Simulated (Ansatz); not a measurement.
**Ir: properties at the relaxed cell**

One table from this session's results is given with a row withheld; the runs are named, their logs left out.

The COD entry's cell or inner coordinates are ideal or old and differ from later refinements, so a difference from it is no clean test against experiment.

Computed with Ansatz 0.2.0 (DFT PBEsol, scalar-relativistic, plane waves, PAW, unless a step's input says otherwise).

1 further run of the same task is left out (set aside as unsound or not needed).

### The starting structure

It takes space group Fm-3m (No. 225, cubic). The conventional cell has a = 3.830 Å, b = 3.830 Å, c = 3.830 Å, α = 90.00°, β = 90.00°, γ = 90.00°. Around Ir (site symmetry m-3m) lie 12 Ir at 2.71 Å.

Coordinates:

```xyz
1
Lattice="0.0000 1.9151 1.9151 1.9151 0.0000 1.9151 1.9151 1.9151 0.0000" Properties=species:S:1:pos:R:3 pbc="T T T"
Ir    0.0000    0.0000    0.0000
```

This cell was relaxed beforehand with the same method: volume 14.05 Å³/atom, gap on the mesh none (metal).

The first run:

Input file input.yaml:

```yaml
crystal:
  lattice:
    - [0.0, 1.9151294299, 1.9151294299]
    - [1.9151294299, 0.0, 1.9151294299]
    - [1.9151294299, 1.9151294299, 0.0]
  atoms:
    - { symbol: Ir, position: [0.0, 0.0, 0.0] }
basis:
  ecutwfc: 420
kpoints:
  mp_grid: { grid: [18, 18, 18] }
  band_path:
    path:
      - [[0.0, 0.0, 0.0], [0.5, 0.0, 0.5], [0.625, 0.25, 0.625]]
      - [[0.375, 0.375, 0.75], [0.0, 0.0, 0.0], [0.5, 0.5, 0.5], [0.5, 0.25, 0.75], [0.5, 0.0, 0.5]]
    npoints: 14
hamiltonian:
  xc: pbesol
scf:
  occupations: { method: gaussian, width: 0.1 }
  n_extra_bands: 6
output:
  forces: true
  stress: true
  eigenvalues: true
  populations: true
  dos: { projected: true, de: 0.02, nscf_kmesh: { grid: [27, 27, 27] } }
  bader: true
  write_density: true
  write_potential: true
  elf: true
  volumetric_format: npy
```

On the command line:

```sh
ansatz run input.yaml --threads 1 --pin off --max-ram 2560MiB --backend cpu --events-out ev --progress --plain --runs-dir out
```

Steps of the session up to this table: Electronic structure at the relaxed geometry; Volume × 0.97; Volume × 1.03; Point at V/V0 = 0.94; Volume × 1.06.

One table of the session follows, with a row left open; its other results are not shown here.

```
volume (Å³/atom)  energy above the lowest point (meV/atom)  pressure (GPa)
          13.205                                      68.9           27.95
          13.627                                         ?               ?
          14.048                                       0.0            0.00
          14.470                                      14.5          -10.61
          14.891                                      54.6          -19.45
```

Estimate the missing values for volume (Å³/atom) = 13.627.

Worked estimate for «energy above the lowest point (meV/atom)». A straight line through the neighbours (13.205, 68.9) and (14.048, 0.0) gives 68.9 + (0.0 − 68.9) × (13.627 − 13.205) / (14.048 − 13.205) = 34.4; a parabola fitted to 3 rows on both sides gives 18.1.

The run gave: energy above the lowest point (meV/atom): 16.1; pressure (GPa): 12.72. In «energy above the lowest point (meV/atom)» the line misses by +18.3 and the parabola by +2.0.

Caveats from the session: Spin-orbit coupling is left out, which matters for the bands of Ir.
